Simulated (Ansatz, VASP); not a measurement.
SnSe2 in VASP and in Ansatz

```xyz
3
Lattice="0.0000 3.4069 3.4069 3.4069 0.0000 3.4069 3.4069 3.4069 0.0000" Properties=species:S:1:pos:R:3 pbc="T T T"
Sn    0.0000    0.0000    0.0000
Se    1.7034    1.7034    1.7034
Se    5.1103    5.1103    5.1103
```

Alike in both runs: task single point; functional r2SCAN; k mesh 6 × 6 × 6; occupations fermi-dirac, width 0.02 eV; no spin polarisation.

|  | VASP | Ansatz |
| --- | --- | --- |
| version | VASP 6.6.1 | Ansatz 0.2.0 |
| potentials or method | VASP PAW PBE potentials, release 64 (Sn_d, Se) | plane waves, PAW |
| plane-wave cutoff (eV) | 520 | 500 |
| valence electrons in the cell | 26 | 46 |

```tsv
	VASP	Ansatz	Ansatz less VASP
pressure (GPa)	0.0	0.0	-0.01
```

The functional is the same, so the differences come from potentials, cutoffs and numerics. The two sets of potentials don't hold the same shells in valence.

Caveats: the PAW data sets were made with another functional, which shifts forces and pressure a little (VASP).
